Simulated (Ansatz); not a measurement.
A relaxed cell of HfSiO₄ is given with its symmetry left out. The cell was found from a structure generator's guess, not taken from experiment.

Level of theory: DFT PBE, scalar-relativistic, plane waves, PAW (Ansatz 0.2.0). Cutoff 420 eV, Γ-centred mesh, Gaussian smearing, no spin polarisation.

```
CELL_PARAMETERS angstrom
5.60212 0.00000 0.00000
-2.80106 4.85158 0.00000
0.00000 0.00000 3.19453
ATOMIC_POSITIONS crystal
Hf 0.33333 0.66667 0.00000
Si 0.66667 0.33333 0.50000
O 0.48361 0.51639 0.50000
O 0.48361 0.96721 0.50000
O 0.03279 0.51639 0.50000
O 0.66667 0.33333 0.00000
```

The zero of energy is the elements' standard structures at the same level (O₂ as a molecule); no fitted shifts are applied.

Task: Find its symmetry and describe it.

Result: P-6m2 (No. 187). Conventional cell: a = 5.602 Å, c = 3.195 Å. Hf is surrounded by 6 O at 2.16 Å and 2 Hf at 3.19 Å; around Si lie 2 O at 1.60 Å and 3 O at 1.78 Å; O on a site of symmetry mm2 is surrounded by 1 Si at 1.78 Å and 2 Hf at 2.16 Å; O on a site of symmetry -6m2 has 2 Si at 1.60 Å.

Task: How far does it lie from the elements in energy?

Result: −2.739 eV/atom.

Task: Is it a metal?

Result: No, the gap on the 6×6×8 mesh is 2.36 eV.

The last run used a 6×6×8 mesh (in the run's order of axes) for its 6-atom cell and Gaussian smearing of 0.02 eV. Spin–orbit coupling, which can matter for Hf, is left out. Kohn–Sham gaps at this level usually fall short of measured ones. A structure relaxed within its symmetry needn't be a true minimum. Another cell of HfSiO4 relaxed alike, in I4_1/amd (a cell as deposited in COD), lies 0.40 eV/atom lower, so this cell isn't the stable form at this level.
